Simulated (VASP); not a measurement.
**Pb: equation of state with PBEsol**

Pb:

```
CELL_PARAMETERS angstrom
0.00000 2.47502 2.47502
2.47502 0.00000 2.47502
2.47502 2.47502 0.00000
ATOMIC_POSITIONS crystal
Pb 0.00000 0.00000 0.00000
```

```yaml
Program: VASP 6.6.1
Task: equation of state
Functional: PBEsol
Potentials_or_basis: VASP PAW PBE potentials, release 64 (Pb_d)
Cutoff: 520 eV
k_mesh: 9 × 9 × 9
Occupations: fermi-dirac, width 0.05 eV
Spin: no spin polarisation
```

```json
{
 "Equilibrium volume": "29.94 Å³/atom",
 "Bulk modulus": "49 GPa",
 "Pressure derivative of the bulk modulus": "5.4"
}
```

Energy against volume, from the lowest point:
| volume (Å³/atom) | energy (meV/atom) |
| --- | --- |
| 28.503 | 11.47 |
| 29.110 | 3.50 |
| 29.716 | 0.00 |
| 30.323 | 0.43 |
| 30.929 | 4.38 |
| 31.535 | 11.36 |
| 32.142 | 21.01 |

All runs of the series together: 92 s on 1 thread of Intel(R) Xeon(R) Platinum 8259CL CPU @ 2.50GHz (Skylake/Cascade Lake), with other jobs on the host.

The cell as given is a measured one (30.32 Å³/atom); PBEsol puts the equilibrium volume -1.3 % from it, thermal expansion not counted.

Caveat: the PAW data sets were made with another functional, which shifts forces and pressure a little. The run has no spin-orbit coupling, so splittings on Pb are missing.
